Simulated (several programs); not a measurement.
## BeTe (F-43m) from semi-empirical methods to plane-wave DFT

BeTe (started from an entry of an open crystallographic database), relaxed with r2SCAN in Ansatz, was computed with several methods. It is cubic, F-43m (No. 216); conventional cell a = 5.657 Å, 22.63 Å³ an atom. Be has 4 Te at 2.45 Å; Te has 4 Be at 2.45 Å. Spin-unpolarised throughout; all numbers are computed.

```
Be Te
1.0
     0.00000    2.82862    2.82862
     2.82862    0.00000    2.82862
     2.82862    2.82862    0.00000
Be Te
1 1
Direct
  0.00000 0.00000 0.00000
  0.25000 0.25000 0.25000
```

Gaps and times are for a single point on this cell; volume and bulk modulus come from each method's own relaxation or energy curve at fixed shape. Times are rough, from shared hosts (Arm Neoverse V2; Intel Xeon Platinum 8375C CPU @ 2.90GHz), and each method has its own mesh and cell size. A star marks a curve whose lowest point is an end point. PM6 (MOPAC), PM7 (MOPAC), GFN1-xTB (tblite), GFN2-xTB (tblite) treat a cluster of cells at its zone centre, which samples few k points: where these miss a band edge, the gap comes out too large for that reason alone. Gaps from k meshes are read at a limited set of points (mesh, symmetry points, PBE's band edges), so each method's own least gap may be somewhat smaller. xTB and the PM methods were fitted mostly to molecules, and can miss a solid's gap by electronvolts. Minimal bases can be far off for gaps. PBE/DZVP lies far from plane-wave PBE here, an effect of basis or sampling. Times of the plane-wave ladder aren't listed, since it ran on unlike processors and cards. GLLB-SC's gap includes the derivative discontinuity. G0W0 is at finite bands, cutoff and mesh. d marks a direct gap, i an indirect one (no mark: not told apart), a dash a value that wasn't computed or didn't pass its checks.

```
                               method              kind  gap (eV)  own volume (Å³/atom)  bulk modulus (GPa)  atoms computed  processor time
                               PBEsol         semilocal         –                 22.02                   –               2               –
 light PBE (260 eV and a coarse mesh)  light plane-wave    2.00 i                     –                   –               2           0.8 s
                                  LDA         semilocal    1.92 i                 21.43                   –               2               –
                          PM6 (MOPAC)    semi-empirical      7.00                     –                   –         cluster           2.2 s
                          PM7 (MOPAC)    semi-empirical     11.60                     –                   –         cluster           2.6 s
                                  PBE         semilocal    2.02 i                 22.71                  56               2               –
               PBE/single zeta (GPAW)       small basis    2.39 d                     –                   –               2           3.2 s
                    GFN1-xTB (tblite)     tight binding      4.38                 21.52                  89         cluster           3.5 s
                               r2SCAN         semilocal    2.38 i                 22.63                  59               2               –
                       GLLB-SC (GPAW)   model potential      3.17                     –                   –               2           5.9 s
                    GFN2-xTB (tblite)     tight binding      4.83                24.85*                 57*         cluster           7.3 s
                              PBE+SOC         semilocal    1.73 i                     –                   –               2               –
                       PBE/SZV (CP2K)       small basis    3.06 d                     –                   –               2           9.6 s
G0W0@r2SCAN (180 eV screening cutoff)         many-body      3.08                     –                   –               2               –
   G0W0@PBE (260 eV screening cutoff)         many-body      2.94                     –                   –               2               –
                      PBE/DZVP (CP2K)       small basis    2.71 i                     –                   –               2            18 s
 G0W0@HSE06 (180 eV screening cutoff)         many-body      3.18                     –                   –               2               –
   G0W0@LDA (140 eV screening cutoff)         many-body      2.77                     –                   –               2               –
                                HSE06            hybrid    2.69 i                 22.32                   –               2               –
                                 PBE0            hybrid    3.35 i                     –                   –               2               –
                         Hartree-Fock    exact exchange    7.98 i                     –                   –               2               –
                             DDH-PBE0            hybrid    2.73 i                     –                   –               2               –
                              r2SCAN0            hybrid    3.55 i                     –                   –               2               –
  G0W0@PBE0 (180 eV screening cutoff)         many-body      3.35                     –                   –               2               –
                            HSE06+SOC            hybrid    2.40 i                     –                   –               2               –
```

Against HSE06 (2.69 eV) and with closed or daggered gaps left aside, the nearest gap at the points sampled is that of PBE/DZVP (CP2K) (+0.02 eV) and the farthest that of PM7 (MOPAC) (+8.91 eV). HSE06 is only a yardstick of convenience, and nearness to it can be luck.

Volumes against r2SCAN's: PBEsol -2.7 %, LDA -5.3 %, PBE +0.3 %, GFN1-xTB (tblite) -4.9 %, HSE06 -1.4 %.

Only the rows marked +SOC include spin-orbit coupling.
